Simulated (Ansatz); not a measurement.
HfO2:

```xyz
12
Lattice="5.1180 0.0000 0.0000 0.0000 5.1857 0.0000 -0.8587 0.0000 5.2139" Properties=species:S:1:pos:R:3 pbc="T T T"
Hf    0.8021    2.3870    3.6914
Hf    3.0279    4.9798    4.1294
Hf    3.4573    2.7987    1.5224
Hf    1.2314    0.2059    1.0845
O    -0.3473    0.8733    4.4146
O     4.1773    3.4661    3.4062
O     4.6066    4.3124    0.7993
O     0.0821    1.7196    1.8076
O     1.4549    3.8473    5.1101
O     2.3751    1.2544    2.7107
O     2.8045    1.3384    0.1038
O     1.8842    3.9313    2.5032
```

| Quantity | Value |
| --- | --- |
| Program | Ansatz 0.2.0 |
| Task | relaxation of cell and atoms |
| Functional | SVWN5 |
| Potentials or basis | Ansatz PAW |
| Cutoff | 420 eV (not typed: the program's choice for these potentials) |
| k mesh | 5 × 5 × 5 |
| Occupations | fermi-dirac, width 0.05 eV |
| Spin | no spin polarisation |

At the start: volume 11.53 Å³/atom.

Q: Where does the relaxation end?

A: It ends after 9 steps and the volume is 11.11 Å³/atom (-3.6 %); space group P2_1/c (No. 14, to 0.05 Å).

The path:
| step | energy change (eV) | largest force (eV/Å) | volume (Å³) |
| --- | --- | --- | --- |
| 1 | 0.0000 | 0.4224 | 138.38 |
| 2 | -0.1544 | 0.2538 | 132.64 |
| 3 | -0.1745 | 0.1078 | 133.73 |
| 4 | -0.1772 | 0.0685 | 133.71 |
| 5 | -0.1800 | 0.0339 | 133.57 |
| 6 | -0.1803 | 0.0104 | 133.58 |
| 7 | -0.1534 | 0.0105 | 133.58 |
| 8 | -0.1551 | 0.0018 | 133.37 |
| 9 | -0.1536 | 0.0018 | 133.37 |

Final structure:
```
Hf O
1.0
     5.04640    0.00000   -0.01062
     0.00000    5.13904    0.00000
    -0.85747    0.00000    5.14451
Hf O
4 8
Direct
  0.27779 0.45722 0.70830
  0.72221 0.95722 0.79170
  0.72221 0.54278 0.29170
  0.27779 0.04278 0.20830
  0.07283 0.15928 0.83787
  0.92717 0.65928 0.66213
  0.92717 0.84072 0.16213
  0.07283 0.34072 0.33787
  0.44625 0.74149 0.98127
  0.55375 0.24149 0.51873
  0.55375 0.25851 0.01873
  0.44625 0.75851 0.48127
```

Caveat: the plane-wave basis is chosen anew once the cell has moved, so the energies of steps on either side of that aren't comparable; the pressure holds a Pulay correction of +1.1 GPa for the finite cutoff; the PAW data sets come from PBE, with cores solved anew for the run's functional, which leaves a small shift of forces and pressure.
